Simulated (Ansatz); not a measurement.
Theory: DFT PBE, scalar-relativistic, plane waves, PAW (Ansatz). Settings: cutoff 420 eV, Γ-centred meshes spaced at most about 0.3 Å⁻¹, and about 0.25 Å⁻¹ or finer for metals (2π included), Gaussian smearing. No spin polarisation in the final relaxations.

These are static total energies at zero pressure.

Two forms of Bi were relaxed alike.

A.

```xyz
1
Lattice="-2.1198 2.1198 1.7769 2.1198 -2.1198 1.7769 2.1198 2.1198 -1.7769" Properties=species:S:1:pos:R:3 pbc="T T T"
Bi    0.0000    0.0000    1.7769
```

B.

```xyz
3
Lattice="0.0000 3.8377 3.8377 3.8377 0.0000 3.8377 3.8377 3.8377 0.0000" Properties=species:S:1:pos:R:3 pbc="T T T"
Bi    1.9189    1.9189    1.9189
Bi    5.7566    5.7566    5.7566
Bi    0.0000    0.0000    0.0000
```

Question: Which would you expect to be lower, and how large is the difference?

Answer: A is lower, by 90 meV/atom. A has space group I4/mmm (No. 139), 31.9 Å³/atom and no gap on its mesh; B has space group Fm-3m (No. 225), 37.7 Å³/atom and no gap. Counting all near atoms (those within 1.25 times the shortest distance at each site; a plus sign parts nearer from farther groups; a slash parts the counts of unlike sites), A has Bi 10+4 and B has Bi 8/4+6. The denser one is the lower, and pressure would at first widen the difference. Both come from invented guesses. The part of the Crystallography Open Database at hand lists Bi in space groups No. 12, 166, 194; no cell shown has one of them.

These runs have no spin–orbit coupling, which can matter for Bi. Cells relaxed within their symmetry can be saddle points.
